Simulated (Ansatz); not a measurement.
A run of Ansatz 0.2.0 is set up as follows.

Contents of input.yaml:

```yaml
crystal:
  lattice:
    - [0.0, 2.82685, 2.82685]
    - [2.82685, 0.0, 2.82685]
    - [2.82685, 2.82685, 0.0]
  atoms:
    - { symbol: As, position: [0.75, 0.75, 0.75] }
    - { symbol: Ga, position: [0.0, 0.0, 0.0] }
hamiltonian:
  xc: pbe
  pseudopotentials: { kind: paw_fr }
magnetization:
  noncollinear: true
  spin_orbit: true
kpoints:
  mp_grid: { grid: [8, 8, 8] }
  band_path:
    path:
      - [[0.0, 0.0, 0.0], [0.5, 0.0, 0.5], [0.5, 0.25, 0.75], [0.375, 0.375, 0.75], [0.0, 0.0, 0.0], [0.5, 0.5, 0.5], [0.625, 0.25, 0.625], [0.5, 0.25, 0.75], [0.5, 0.5, 0.5], [0.375, 0.375, 0.75]]
      - [[0.625, 0.25, 0.625], [0.5, 0.0, 0.5]]
    npoints: 14
scf:
  occupations: { method: fermi_dirac, width: 0.05 }
  n_extra_bands: 6
output:
  forces: true
  stress: true
  eigenvalues: true
  fatbands: false
  write_density: true
  write_potential: true
  elf: true
  volumetric_format: npy
```

Potentials or basis: Ansatz PAW.

Command:

```bash
$ ansatz run input.yaml --threads 2 --pin off --max-ram 5120MiB --backend cpu --events-out ev --progress --plain --runs-dir out
```

What does it give for the band gap along the path?

0.41 eV, direct.

What does it give for the pressure?

3.3 GPa.

What does it give for the band gap on the k mesh?

0.41 eV, direct.

Levels at the corners of the path, in eV from the valence-band top:
```csv
point,band 26,band 27,band 28,band 29,band 30,band 31
Γ,0.00,0.00,0.00,0.41,0.41,3.50
X,-2.83,-2.75,-2.75,1.36,1.36,1.55
W,-3.59,-3.46,-3.42,4.40,4.59,4.61
K,-3.94,-2.37,-2.37,1.86,1.86,4.50
Γ,0.00,0.00,0.00,0.41,0.41,3.50
L,-1.36,-1.15,-1.15,0.89,0.89,4.49
U,-3.94,-2.37,-2.37,1.86,1.86,4.50
W,-3.59,-3.46,-3.42,4.40,4.59,4.61
L,-1.36,-1.15,-1.15,0.89,0.89,4.49
K,-3.94,-2.37,-2.37,1.86,1.86,4.50
U,-3.94,-2.37,-2.37,1.86,1.86,4.50
X,-2.83,-2.75,-2.75,1.36,1.36,1.55
```

**What was measured.**

“Evidence of valence band perturbations in GaAsN/GaAs(001): A combined variable-angle spectroscopic ellipsometry and modulated photoreflectance investigation”, 2008, arxiv:0805.2212 reports, for a bulk crystal of GaAs at 300 K: band gap 1.418 ± 0.005 eV (direct).

Against the measured gap of GaAs, 1.418 eV (direct; 300 K; “Evidence of valence band perturbations in GaAsN/GaAs(001): A combined variable-angle spectroscopic ellipsometry and modulated photoreflectance investigation”, 2008, arxiv:0805.2212), the calculated 0.41 eV is off by -1.01 eV. So large a miss can be the level of theory's own, or it may mean another phase, state or a wrong row. 3 values of this kind are on record (1.412 to 1.51 eV); this one was drawn at random among those near their median, those with a stated uncertainty first. The value is that of PBE, without temperature or zero-point motion. Semilocal functionals fall short of measured gaps as a rule.
